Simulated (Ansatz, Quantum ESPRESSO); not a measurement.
# honeycomb AlP, 2 layers, AB stacking in a field-effect set-up, part 2 of 7

Aim: where the induced charge goes and how the bands change when honeycomb AlP, 2 layers, AB stacking is doped by a gate.

Quantum ESPRESSO 7.5; plane-wave DFT, PBE, PseudoDojo norm-conserving pseudopotentials; geometry by Ansatz 0.2.0 with PAW datasets.

So far: The structure; Relaxation with Ansatz.

## 3. Self-consistent run: neutral sheet, no gate

The neutral sheet is the reference for densities and bands.

Level of this step: plane-wave DFT, PBE, PseudoDojo norm-conserving pseudopotentials (Quantum ESPRESSO 7.5).

Contents of g0.in:

```
&control
  prefix = 'g0'
  outdir = './out'
  pseudo_dir = './pseudo'
  calculation = 'scf'
  tprnfor = .true.
  tefield = .true.
  dipfield = .true.
/
&system
  ibrav = 0
  nat = 4
  ntyp = 2
  ecutwfc = 36
  ecutrho = 144
  occupations = 'smearing'
  smearing = 'fd'
  degauss = 0.004
  edir = 3
  emaxpos = 0.211938
  eopreg = 0.01
  eamp = 0.0
  nbnd = 14
/
&electrons
  conv_thr = 1e-07
  mixing_beta = 0.4
  electron_maxstep = 120
  mixing_mode = 'local-TF'
/
ATOMIC_SPECIES
  P   30.9738  P.dojo-sr-pbe-0.4.1-standard.upf
  Al  26.9815  Al.dojo-sr-pbe-0.4.1-standard.upf
CELL_PARAMETERS angstrom
  3.84842375457852 0.00000000000000 0.00000000000000
  -1.92421187728926 3.33283273599249 -0.00000000000000
  0.00000000000000 -0.00000000000000 25.90000000000000
ATOMIC_POSITIONS crystal
  P   0.666666666667 0.333333333333 0.435548607003
  Al  0.333333333333 0.666666666667 0.460694619719
  P   0.000000000000 -0.000000000000 0.565690909389
  Al  0.666666666667 0.333333333333 0.538065863888
K_POINTS automatic
  12 12 1 0 0 0
```

Started as:

```
> OMP_NUM_THREADS=1 mpirun -n 4 pw.x -nk 4 -in g0.in > g0.out
```

What it wrote:

```text
Program PWSCF v.7.5 starts
[citation notice left out]

     Parallel version (MPI & OpenMP), running on       4 processor cores
     Number of MPI processes:                 4
     Threads/MPI process:                     1

     MPI processes distributed on     1 nodes
[...]
Current dimensions of program PWSCF are:
     Max number of different atomic species (ntypx) = 10
     Max number of k-points (npk) =  40000
     Max angular momentum in pseudopotentials (lmaxx) =  4
     Presently no symmetry can be used with electric field

     K-points division:     npool     =       4
     Subspace diagonalization in iterative solution of the eigenvalue problem:
     a serial algorithm will be used

     G-vector sticks info
     --------------------
     sticks:   dense  smooth     PW     G-vecs:    dense   smooth      PW
     Sum         517     517    163                65263    65263   12149

     Using Slab Decomposition

     bravais-lattice index     =            0
     lattice parameter (alat)  =       7.2725  a.u.
     unit-cell volume          =    2241.7789 (a.u.)^3
     number of atoms/cell      =            4
     number of atomic types    =            2
     number of electrons       =        16.00
     number of Kohn-Sham states=           14
     kinetic-energy cutoff     =      36.0000  Ry
     charge density cutoff     =     144.0000  Ry
     scf convergence threshold =      1.0E-07
     mixing beta               =       0.4000
     number of iterations used =            8  local-TF  mixing
     Exchange-correlation= PBE
                           (   1   4   3   4   0   0   0)

     celldm(1)=   7.272467  celldm(2)=   0.000000  celldm(3)=   0.000000
     celldm(4)=   0.000000  celldm(5)=   0.000000  celldm(6)=   0.000000

     crystal axes: (cart. coord. in units of alat)
               a(1) = (   1.000000   0.000000   0.000000 )
               a(2) = (  -0.500000   0.866025  -0.000000 )
               a(3) = (   0.000000  -0.000000   6.730028 )

     reciprocal axes: (cart. coord. in units 2 pi/alat)
               b(1) = (  1.000000  0.577350  0.000000 )
               b(2) = ( -0.000000  1.154701  0.000000 )
               b(3) = ( -0.000000  0.000000  0.148588 )

     PseudoPot. # 1 for P  read from file:
     ./pseudo/P.dojo-sr-pbe-0.4.1-standard.upf
     Pseudo is Norm-conserving + core correction, Zval =  5.0
     Generated using ONCVPSP code by D. R. Hamann
     Using radial grid of 1298 points,  6 beta functions with:
                l(1) =   0
                l(2) =   0
                l(3) =   1
                l(4) =   1
                l(5) =   2
                l(6) =   2

     PseudoPot. # 2 for Al read from file:
     ./pseudo/Al.dojo-sr-pbe-0.4.1-standard.upf
     Pseudo is Norm-conserving + core correction, Zval =  3.0
     Generated using ONCVPSP code by D. R. Hamann
     Using radial grid of 1876 points,  6 beta functions with:
                l(1) =   0
                l(2) =   0
                l(3) =   1
                l(4) =   1
                l(5) =   2
                l(6) =   2

     atomic species   valence    mass     pseudopotential
     P                 5.00    30.97380     P ( 1.00)
     Al                3.00    26.98150     Al( 1.00)

     No symmetry found

   Cartesian axes

     site n.     atom                  positions (alat units)
         1        P      tau(   1) = (   0.5000000   0.2886751   2.9312544  )
         2        Al     tau(   2) = (  -0.0000000   0.5773503   3.1004877  )
         3        P      tau(   3) = (   0.0000000   0.0000000   3.8071157  )
         4        Al     tau(   4) = (   0.5000000   0.2886751   3.6211984  )

     number of k points=    74  Fermi-Dirac smearing, width (Ry)=  0.0040
                       cart. coord. in units 2pi/alat
        k(    1) = (   0.0000000   0.0000000   0.0000000), wk =   0.0138889
        k(    2) = (   0.0000000   0.0962250   0.0000000), wk =   0.0277778
        k(    3) = (   0.0000000   0.1924501   0.0000000), wk =   0.0277778
        k(    4) = (   0.0000000   0.2886751   0.0000000), wk =   0.0277778
        k(    5) = (   0.0000000   0.3849002   0.0000000), wk =   0.0277778
        k(    6) = (   0.0000000   0.4811252   0.0000000), wk =   0.0277778
        k(    7) = (   0.0000000  -0.5773503   0.0000000), wk =   0.0138889
        k(    8) = (   0.0833333   0.0481125   0.0000000), wk =   0.0277778
        k(    9) = (   0.0833333   0.1443376   0.0000000), wk =   0.0277778
        k(   10) = (   0.0833333   0.2405626   0.0000000), wk =   0.0277778
[...]
k(   74) = (  -0.5000000  -0.8660254   0.0000000), wk =   0.0138889

     Dense  grid:    65263 G-vectors     FFT dimensions: (  27,  27, 192)

     Estimated max dynamical RAM per process >     112.54 MB

     Estimated total dynamical RAM >     402.37 MB

     Initial potential from superposition of free atoms

     starting charge      15.9948, renormalised to      16.0000

     negative rho (up, down):  2.291E-04 0.000E+00

     Adding external electric field

     Computed dipole along edir(3) :
        Dipole               -0.0002 Ry au,         -0.0005 Debye
        Dipole field         -0.0000 Ry au,

        Potential amp.        0.0001 Ry
        Total length         48.4545 bohr

     Starting wfcs are   16 randomized atomic wfcs

     total cpu time spent up to now is        2.8 secs

     per-process dynamical memory:    69.4 Mb

     Self-consistent Calculation

     iteration #  1     ecut=    36.00 Ry     beta= 0.40
     Davidson diagonalization with overlap
     ethr =  1.00E-02,  avg # of iterations =  5.3

     negative rho (up, down):  7.998E-07 0.000E+00

     Adding external electric field

     Computed dipole along edir(3) :
        Dipole               -0.0405 Ry au,         -0.1030 Debye
        Dipole field         -0.0002 Ry au,

        Potential amp.        0.0220 Ry
        Total length         48.4545 bohr

     total cpu time spent up to now is       12.3 secs

     total energy              =     -37.04664373 Ry
     estimated scf accuracy    <       0.21415228 Ry

     iteration #  2     ecut=    36.00 Ry     beta= 0.40
[...]
Dipole               -0.1450 Ry au,         -0.3686 Debye
[...]
total energy              =     -37.02051915 Ry
     estimated scf accuracy    <       0.10139398 Ry

     iteration #  3     ecut=    36.00 Ry     beta= 0.40
[...]
Dipole               -0.3362 Ry au,         -0.8545 Debye
[...]
total energy              =     -37.03199261 Ry
     estimated scf accuracy    <       0.00244426 Ry

     iteration #  6     ecut=    36.00 Ry     beta= 0.40
[...]
Dipole               -0.3431 Ry au,         -0.8721 Debye
[...]
total energy              =     -37.03204216 Ry
     estimated scf accuracy    <       0.00249273 Ry

     iteration #  7     ecut=    36.00 Ry     beta= 0.40
[...]
Dipole               -0.3681 Ry au,         -0.9356 Debye
[...]
total energy              =     -37.03175394 Ry
     estimated scf accuracy    <       0.00226349 Ry

     iteration #  8     ecut=    36.00 Ry     beta= 0.40
[...]
negative rho (up, down):  7.979E-04 0.000E+00

[...]
Dipole               -0.3441 Ry au,         -0.8746 Debye
[...]
total energy              =     -37.03163517 Ry
     estimated scf accuracy    <       0.00130153 Ry

     iteration #  9     ecut=    36.00 Ry     beta= 0.40
[...]
Dipole               -0.2522 Ry au,         -0.6409 Debye
[...]
total energy              =     -37.03123707 Ry
     estimated scf accuracy    <       0.00120485 Ry

     iteration # 10     ecut=    36.00 Ry     beta= 0.40
[...]
negative rho (up, down):  2.640E-08 0.000E+00

[...]
Dipole               -0.1969 Ry au,         -0.5004 Debye
[...]
total energy              =     -37.03115517 Ry
     estimated scf accuracy    <       0.00063469 Ry

     iteration # 11     ecut=    36.00 Ry     beta= 0.40
[...]
negative rho (up, down):  2.814E-03 0.000E+00

[...]
Dipole               -0.1389 Ry au,         -0.3531 Debye
[...]
total energy              =     -37.03107770 Ry
     estimated scf accuracy    <       0.00041738 Ry

     iteration # 12     ecut=    36.00 Ry     beta= 0.40
[...]
negative rho (up, down):  1.869E-03 0.000E+00

[...]
Dipole               -0.1225 Ry au,         -0.3112 Debye
[...]
total energy              =     -37.03109648 Ry
     estimated scf accuracy    <       0.00007941 Ry

     iteration # 13     ecut=    36.00 Ry     beta= 0.40
[...]
negative rho (up, down):  1.494E-03 0.000E+00

[...]
Dipole               -0.1128 Ry au,         -0.2868 Debye
[...]
total energy              =     -37.03109914 Ry
     estimated scf accuracy    <       0.00002496 Ry

     iteration # 14     ecut=    36.00 Ry     beta= 0.40
[...]
negative rho (up, down):  8.510E-04 0.000E+00

[...]
Dipole               -0.1113 Ry au,         -0.2830 Debye
[...]
total energy              =     -37.03109538 Ry
     estimated scf accuracy    <       0.00000949 Ry

     iteration # 15     ecut=    36.00 Ry     beta= 0.40
[...]
negative rho (up, down):  3.542E-04 0.000E+00

[...]
Dipole               -0.1077 Ry au,         -0.2739 Debye
[...]
total energy              =     -37.03109191 Ry
     estimated scf accuracy    <       0.00000507 Ry

     iteration # 16     ecut=    36.00 Ry     beta= 0.40
[...]
negative rho (up, down):  1.482E-04 0.000E+00

[...]
Dipole               -0.1067 Ry au,         -0.2712 Debye
[...]
total energy              =     -37.03109296 Ry
     estimated scf accuracy    <       0.00000069 Ry

     iteration # 17     ecut=    36.00 Ry     beta= 0.40
[...]
Dipole               -0.1079 Ry au,         -0.2743 Debye
[...]
End of self-consistent calculation

          k = 0.0000 0.0000 0.0000 (  8079 PWs)   bands (ev):

   -14.9192 -13.4698  -7.5875  -4.3985  -4.3985  -3.8907  -3.4663  -3.4663
    -0.8826  -0.2589   0.6785   0.6785   1.3119   1.7516

          k = 0.0000 0.0962 0.0000 (  8088 PWs)   bands (ev):

   -14.8486 -13.4086  -7.5376  -4.9539  -4.5304  -3.9168  -3.8148  -3.5386
    -0.5856   0.0098   0.6116   0.9021   1.3773   1.6152

          k = 0.0000 0.1925 0.0000 (  8132 PWs)   bands (ev):

   -14.6416 -13.2318  -7.4203  -6.0284  -4.8346  -4.8032  -3.7371  -3.6990
    -0.8334   0.3539   0.6902   1.4842   1.5080   2.1240

          k = 0.0000 0.2887 0.0000 (  8146 PWs)   bands (ev):

   -14.3148 -12.9636  -7.4984  -7.0092  -5.5972  -5.1688  -3.9902  -3.5767
    -1.4797  -0.0123   0.6819   1.8511   2.0602   2.6925

          k = 0.0000 0.3849 0.0000 (  8190 PWs)   bands (ev):

   -13.9080 -12.6584  -8.2978  -7.5043  -5.8065  -5.4463  -4.2185  -3.5614
    -2.0728  -0.4309   0.5214   1.5882   2.2097   3.0355

          k = 0.0000 0.4811 0.0000 (  8218 PWs)   bands (ev):

   -13.5150 -12.4172  -8.9777  -8.0357  -5.6250  -5.5198  -4.3715  -3.7804
    -2.4380  -0.5988   0.2898   1.3187   2.1596   3.5476

[...]
the Fermi energy is    -2.9374 ev

!    total energy              =     -37.03109298 Ry
     estimated scf accuracy    <       0.00000010 Ry
     smearing contrib. (-TS)   =      -0.00000296 Ry
     internal energy E=F+TS    =     -37.03109002 Ry

     The total energy is F=E-TS. E is the sum of the following terms:
     one-electron contribution =    -348.51412489 Ry
     hartree contribution      =     176.41331488 Ry
     xc contribution           =     -12.49296652 Ry
     ewald contribution        =     147.56262125 Ry
     electric field correction =       0.00006527 Ry

     convergence has been achieved in  17 iterations

     Forces acting on atoms (cartesian axes, Ry/au):

     atom    1 type  1   force =     0.00000022    0.00000010   -0.00340150
     atom    2 type  2   force =     0.00000023   -0.00000000   -0.00111866
     atom    3 type  1   force =    -0.00000046   -0.00000027    0.00377390
     atom    4 type  2   force =     0.00000001    0.00000018    0.00074626

     Total force =     0.005256     Total SCF correction =     0.000499

[...]
=------------------------------------------------------------------------------=
   JOB DONE.
=------------------------------------------------------------------------------=
[key lines of the parts left out:]
Dipole field         -0.0006 Ry au,
```

It took 2 min on 4 MPI ranks of Arm Neoverse N1, shared host; peak memory 0.46 GiB.

This step gave:

| Property | Result |
| --- | --- |
| free energy | -503.8337 eV |
| Fermi energy | -2.937 eV |
| dipole along the normal | -0.05711 e·Å |
| valence top, on the run's zero | -3.447 eV |
| conduction bottom, on the run's zero | -2.541 eV |
| gap by band count | 0.9059 eV |

The run needed 17 iterations to bring the estimated error under 1e-07 Ry.

## 4. Valence density

The density shows how far the electrons spill into the vacuum.

Contents of g0.rho.in:

```
&inputpp
  prefix = 'g0'
  outdir = './out'
  filplot = 'g0.rho.dat'
  plot_num = 0
/
```

Started as:

```
> OMP_NUM_THREADS=1 mpirun -n 4 pp.x -in g0.rho.in > g0.rho.out
```

What it wrote:

```text
[banner, memory and clock lines left out]
Program POST-PROC v.7.5 starts

          URL

     ./out/g0.save/

     IMPORTANT: XC functional enforced from input :
     Exchange-correlation= PBE
                           (   1   4   3   4   0   0   0)
     Any further DFT definition will be discarded
     Please, verify this is what you really want

     Adding external electric field

     Computed dipole along edir(3) :
        Dipole               -0.1079 Ry au,         -0.2743 Debye
        Dipole field         -0.0006 Ry au,

        Potential amp.        0.0586 Ry
        Total length         48.4545 bohr

     Calling punch_plot, plot_num =   0
     Writing data to file  g0.rho.dat
     Message from routine chdens:
     namelist plot not found or invalid, exiting
```

The job ended after 0.88 s (4 MPI ranks; peak memory 0.09 GiB; 3.1 s of CPU time).

Numbers from this step:

* electrons by integration: 16.00 e

Mean over planes. Valence density, planar mean against z:

z (Å), valence density, planar mean (e/Å³) and a bar:
```
        7      0.000 
        8      0.000 
        9      0.003 
       10      0.045 #####
       11      0.268 ##############################
       12      0.250 ############################
       13      0.130 ##############
       14      0.271 ##############################
       15      0.250 ############################
       16      0.037 ####
       17      0.002 
       18      0.000 
       19      0.000
```

Valence density in the ca plane at fractional y = 0.333, with atoms of P and Al within 0.2 Å of it. It is the smooth field of the valence electrons, not physical close to the nuclei.

Ten even steps from '0' (0.00 e/Å³) to '9' (0.68 e/Å³), each cell a mean:
```
00000000000000000013577532223433100000000000
00000000000000000026999853222222100000000000
00000000000000000138736964210111100000000000
00000000000000000148725964310011100000000000
00000000000000000026999853222222100000000000
00000000000000000013677532223332100000000000
00000000000000000001234321123443210000000000
00000000000000000000122211122343210000000000
00000000000000000000122211122343210000000000
00000000000000000001233321123443210000000000
```
Columns run along c (16.0 Å, from fractional 0.14 to 0.76 of the cell), rows up along a (3.8 Å). Atoms in or near the plane, at fractional coordinates: P at (0.44, 0.67), Al at (0.54, 0.67).

## 5. Potential by pp.x

The neutral sheet's potential is written as the reference.

Contents of g0.pot.in:

```
&inputpp
  prefix = 'g0'
  outdir = './out'
  filplot = 'g0.pot.dat'
  plot_num = 11
/
```

Started as:

```
> OMP_NUM_THREADS=1 mpirun -n 4 pp.x -in g0.pot.in > g0.pot.out
```

Run time: 0.86 s. Hardware: 4 MPI ranks; peak memory 0.11 GiB; 3.1 s of CPU time.

[end of part 2 of 7]

[Logs are printed without paths, hosts, clocks, repeated set-up lines and the standing remarks that a program may print on its own settings, such as how far it seeks lower states.]

[Hosts, paths, dates, database ids (printed as entryN), source tags and the programs' standing remarks are cut or masked in the printed files.]

[Maps of the electrostatic potential energy from Ansatz leave out the sawtooth potential of an applied field or a dipole correction, so their vacuum need not be flat; planar profiles and work functions include it.]
